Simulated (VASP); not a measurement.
Here is a VASP 6.6.1 calculation.

The input INCAR:

```
PREC = Accurate
ENCUT = 600
EDIFF = 1E-7
ISMEAR = 0
SIGMA = 0.03
LREAL = False
LASPH = True
NELM = 80
ALGO = Normal
ISIF = 3
LWAVE = False
LCHARG = False
GGA = PS
IBRION = 2
NSW = 90
EDIFFG = -0.005
KPAR = 4
```

KPOINTS

```
regular mesh
0
Gamma
  12 12 2
```

The input POSCAR:

```
SiC                                     
1.0
    3.0798348513     -0.0000000000     -0.0000000000
   -1.5399174256      2.6672152207      0.0000000000
    0.0000000000      0.0000000000     15.1116731378
  Si              C             
     6     6
Direct
     0.0000000000000000    0.0000000000000000    0.1250363669735098
     0.0000000000000000    0.0000000000000000    0.6250363669735097
     0.3333333332999970    0.6666666667000030    0.2918190986567563
     0.6666666667000030    0.3333333332999970    0.7918190986567560
     0.3333333332999970    0.6666666667000030    0.9583117383177078
     0.6666666667000030    0.3333333332999970    0.4583117383177078
     0.0000000000000000    0.0000000000000000    0.9996886893862486
     0.0000000000000000    0.0000000000000000    0.4996886893862487
     0.3333333332999970    0.6666666667000030    0.1668269791811045
     0.6666666667000030    0.3333333332999970    0.6668269791811045
     0.3333333332999970    0.6666666667000030    0.8333171274846729
     0.6666666667000030    0.3333333332999970    0.3333171274846730
```

Potentials or basis: VASP PAW PBE potentials, release 64 (Si, C).

Launch:

```console
$ cat potpaw_PBE.64/Si/POTCAR potpaw_PBE.64/C/POTCAR > POTCAR
$ mpirun -np 4 vasp_std > vasp.out
```

(1) Estimate the band gap on the k mesh.

Results:

(1) 1.91 eV, indirect (least direct gap 3.02 eV).

Caveat: the relaxation stopped at its first step, so nothing moved.
